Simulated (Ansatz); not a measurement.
One structure type (P6_3/mmc), one member withheld

Theory: DFT, PBE, all-electron LAPW, scalar-relativistic (Ansatz 0.2.0).

All cells have space group P6_3/mmc and are held fixed (conventional cell and sites). Prototypes and MP cells are computed structures that needn't be known or stable phases of these compounds. Gaps are the smallest over the k mesh and a high-symmetry path; Bader charges come from PAW runs of the same cells. Semilocal functionals give too small gaps and can close them; gaps under 0.4 eV may also close off the mesh. Rows with a moment start ferromagnetic; other orders may lie lower, and can open a gap.

No spin–orbit coupling, which matters for the heavy atoms here.

Where the f shell is localised, expect the real compound to differ from this run without U.

Re: a = 2.77 Å, b = 2.77 Å, c = 4.49 Å, α = 90.00°, β = 90.00°, γ = 120.00°; Re 2c (0.333 0.667 0.250); 14×14×8 mesh, smearing 0.08 eV, hcp type, relaxed by us
Ag: a = 2.93 Å, b = 2.93 Å, c = 4.79 Å, α = 90.00°, β = 90.00°, γ = 120.00°; Ag 2c (0.333 0.667 0.250); 13×13×7 mesh, smearing 0.03 eV, COD 1509145, reported
Zn: a = 2.66 Å, b = 2.66 Å, c = 4.95 Å, α = 90.00°, β = 90.00°, γ = 120.00°; Zn 2c (0.333 0.667 0.250); 18×18×8 mesh, smearing 0.03 eV, COD 9008522, reported
V: a = 2.61 Å, b = 2.61 Å, c = 4.69 Å, α = 90.00°, β = 90.00°, γ = 120.00°; V 2c (0.333 0.667 0.250); 18×18×10 mesh, smearing 0.08 eV, hcp type, relaxed by us
Eu: a = 3.92 Å, b = 3.92 Å, c = 6.29 Å, α = 90.00°, β = 90.00°, γ = 120.00°; Eu 2c (0.333 0.667 0.250); 12×12×6 mesh, smearing 0.05 eV, hcp type, relaxed by us
Li: a = 3.11 Å, b = 3.11 Å, c = 5.09 Å, α = 90.00°, β = 90.00°, γ = 120.00°; Li 2c (0.333 0.667 0.250); 15×15×8 mesh, smearing 0.08 eV, COD 9011003, measured

```csv
compound,P (GPa),gap (eV),cell moment (μB)
Re,0.1,none,unpolarised run
Ag,0.2,none,unpolarised run
V,0.0,none,0.0
Eu,0.1,none,15.1
Li,-0.7,none,unpolarised run
```

Predict the row of Zn (no spin polarisation).

P (GPa): -0.3, gap (eV): none.
